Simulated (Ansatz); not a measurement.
HfO₂ (started from an entry of an open crystallographic database): a relaxation of cell and atoms in the PAW code Ansatz (r2SCAN). It starts from the PBE minimum.

Input file:
```yaml
crystal:
  lattice:
    - [0.0, 2.5488057756, 2.5488057756]
    - [2.5488057756, 0.0, 2.5488057756]
    - [2.5488057756, 2.5488057756, 0.0]
  atoms:
    - { symbol: Hf, position: [0.0, 0.0, 0.0] }
    - { symbol: O, position: [0.25, 0.25, 0.25] }
    - { symbol: O, position: [0.75, 0.75, 0.75] }
kpoints:
  mp_grid: { grid: [8, 8, 8] }
hamiltonian:
  xc: r2scan
scf:
  occupations: { method: fermi_dirac, width: 0.02 }
relax:
  f_tol: 0.005
  cell: {}
```

Run as `ansatz run input.yaml --threads 2 --pin off --max-ram 2211MiB --backend cpu --events-out ev --progress --plain --runs-dir out`. It took 14 s on 2 threads of Arm Neoverse N1, on a shared host; peak host memory 0.47 GiB.

Main lines of the log:
```
Functional definition: r2SCAN
Crystal: 3 atoms, lattice volume = 33.116 Å³
Basis set: ecut = 500 eV, 869 PW (Γ)
Bands: 23, of which v1, the nominal top of the filled ones, is band 19 counted from 1 (18 counted from 0)
Symmetry: 48 space group operations
Space group: Fm-3m (ITA 225)
k-points: 29 of 512
SCF iter   1: HF=-16876.118107 eV  Δρ=1.18e-2  dr2=4.29e-2
preconditioner: auto → none  [insulator: Δε(μ)=4.411 eV  σ=0.020 eV  ℏωp=38.7 eV]
SCF iter   2: HF=-16876.175836 eV  Δρ=6.33e-3  dr2=4.17e-3
SCF iter   3: HF=-16876.175958 eV  Δρ=2.45e-3  dr2=9.87e-4
SCF iter   4: HF=-16876.176359 eV  Δρ=1.49e-3  dr2=4.77e-4
SCF iter   5: HF=-16876.176192 eV  Δρ=2.82e-4  dr2=2.25e-5
SCF iter   6: HF=-16876.176187 eV  Δρ=7.87e-5  dr2=1.90e-6
SCF iter   7: HF=-16876.176187 eV  Δρ=1.69e-5  dr2=6.55e-8
SCF 1 converged in 7 iterations: F = -16876.176187 eV  dr2 = 6.55e-8
relax step 1: F+E_penalty+E_count = -16876.17618706 eV  P = -5.971 GPa  Ω = 33.116 Å³
SCF 2 converged in 6 iterations: F = -16876.190290 eV  dr2 = 1.16e-7
relax step 2: F+E_penalty+E_count = -16876.19028968 eV  P = +1.519 GPa  Ω = 32.178 Å³
SCF 3 converged in 5 iterations: F = -16876.191029 eV  dr2 = 2.06e-8
relax step 3: F+E_penalty+E_count = -16876.19102911 eV  P = -0.057 GPa  Ω = 32.364 Å³
SCF 4 converged in 3 iterations: F = -16876.191034 eV  dr2 = 2.45e-9
relax step 4: F+E_penalty+E_count = -16876.19103408 eV  P = +0.000 GPa  Ω = 32.357 Å³
SCF 5 converged in 5 iterations: F = -16876.190557 eV  dr2 = 1.26e-11
relax step 5: F+E_penalty+E_count = -16876.19055685 eV  P = +0.016 GPa  Ω = 32.357 Å³  (SCF on a basis re-selected at this cell)
SCF converged after 5 iterations
Free energy (F): -16876.190557 eV
Fermi energy:    17.986977 eV
--- Stress (GPa, compression-positive) ---
        0.016273       0.000000       0.000000
        0.000000       0.016273       0.000000
        0.000000       0.000000       0.016273
  P = ⅓ Tr σ = 0.0163 GPa (0.163 kbar)
--- Relaxed structure (4 steps of the walk, 4 accepted, 1 SCFs on fresh bases) ---
  F+E_penalty+E_count = -16876.19055685 eV
  cell:  # Å, volume = 32.3572 Å³
    - [0.000000, 2.529182, 2.529182]
    - [2.529182, 0.000000, 2.529182]
    - [2.529182, 2.529182, 0.000000]
  atoms:
    - { symbol: Hf, position: [0.000000, 0.000000, 0.000000] }
    - { symbol: O, position: [0.250000, 0.250000, 0.250000] }
    - { symbol: O, position: [0.750000, 0.750000, 0.750000] }
```

In 4 steps the volume changed by -2.3 %; between the first SCF and the last, each on a basis chosen for its cell, the energy fell by 4.8 meV an atom. At the end: space group Fm-3m (No. 225), cubic; a = 5.058 Å in the conventional setting, 10.79 Å³ an atom. Around Hf lie 8 O at 2.19 Å; around O lie 4 Hf at 2.19 Å.

(Simulation; spin polarisation is off.)
